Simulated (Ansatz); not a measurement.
# GaSb: how the settings move a single-point run

Question: which choices in the input matter for GaSb? The cell is built on a prototype (NiAs type) and needn't be the phase found in nature.

Computed with Ansatz 0.2.0 (reference: DFT, r2SCAN, plane waves, PAW, unless a step's input says otherwise).

2 further runs of the same task are left out: 2 that didn't finish.

## Step 1: The starting structure

Symmetry: P6_3/mmc, No. 194, hexagonal system. Conventional cell: a = 3.981 Å, b = 3.981 Å, c = 6.948 Å, α = 90.00°, β = 90.00°, γ = 120.00°. Around Ga (site symmetry -3m) lie 6 Sb at 2.88 Å. Sb (site symmetry -6m2) is surrounded by 6 Ga at 2.88 Å.

As a file:

```cif
data_structure
_symmetry_space_group_name_H-M 'P 1'
_symmetry_Int_Tables_number 1
_cell_length_a 3.9814
_cell_length_b 3.9814
_cell_length_c 6.9477
_cell_angle_alpha 90.000
_cell_angle_beta 90.000
_cell_angle_gamma 120.000
_cell_volume 95.38
loop_
_atom_site_label
_atom_site_type_symbol
_atom_site_fract_x
_atom_site_fract_y
_atom_site_fract_z
_atom_site_occupancy
Ga1 Ga 0.00000 0.00000 0.00000 1
Ga2 Ga 0.00000 0.00000 0.50000 1
Sb1 Sb 0.33333 0.66667 0.25000 1
Sb2 Sb 0.66667 0.33333 0.75000 1
```

## Step 2: Reference

input.yaml reads:

```yaml
crystal:
  lattice:
    - [3.9814331323, 0.0, 0.0]
    - [-1.9907165661, 3.448022236, 0.0]
    - [0.0, 0.0, 6.9476513402]
  atoms:
    - { symbol: Ga, position: [0.0, 0.0, 0.0] }
    - { symbol: Ga, position: [0.0, 0.0, 0.5] }
    - { symbol: Sb, position: [0.3333333333, 0.6666666667, 0.25] }
    - { symbol: Sb, position: [0.6666666667, 0.3333333333, 0.75] }
kpoints:
  mp_grid: { grid: [6, 6, 4] }
hamiltonian:
  xc: r2scan
scf:
  occupations: { method: fermi_dirac, width: 0.02 }
  n_extra_bands: 5
output:
  forces: true
  stress: true
  eigenvalues: true
  write_density: true
  write_potential: true
  elf: true
  volumetric_format: npy
```

On the command line:

```bash
> ansatz run input.yaml --threads 4 --pin off --max-ram 3686MiB --backend cpu --events-out ev --progress --plain --runs-dir out
```

## Step 3: Variant: occupations.method gaussian, occupations.width 0.5

input.yaml, as its differences from that of step 2:

```diff
@@ -15,3 +15,3 @@
 scf:
-  occupations: { method: fermi_dirac, width: 0.02 }
+  occupations: { method: gaussian, width: 0.5 }
   n_extra_bands: 5
@@ -21,5 +21 @@
   eigenvalues: true
-  write_density: true
-  write_potential: true
-  elf: true
-  volumetric_format: npy
```

What does the calculation give? Wanted: for each run, ending; energy change; pressure; gap; force.

**Answer**, as computed:

```tsv
run	ending	energy change	pressure (GPa)	gap (eV)	force (eV/Å)	cycles	time
reference	converged	0	0.0	0.00	0.00	7	7.1 s
1: occupations.method gaussian, occupations.width 0.5	converged	+1.6 meV/atom (σ→0)	0.3	0.00	0.00	8	6 s
```

Times don't compare one to one where runs were asked for different outputs or read a saved state (see the inputs); cycles may leave out searches for a lower state.

Residual by cycle in the longest SCF loop of each run; runs are numbered as in the table. The quantity is the density residual dr2, in eV.

```tsv
cycle	reference	run 1
1	0.0259	0.0263
2	0.00306	0.0032
3	0.00148	0.00185
4	3.5e-5	1.2e-4
5	4.2e-6	2.0e-5
6	4.0e-7	1.9e-6
7	4.9e-8	1.7e-7
8	-	5.8e-9
```

Changing the smearing moves the energy by +1.6 meV/atom (σ→0 values). Semilocal functionals close small gaps, so the missing gap need not be the real solid's.
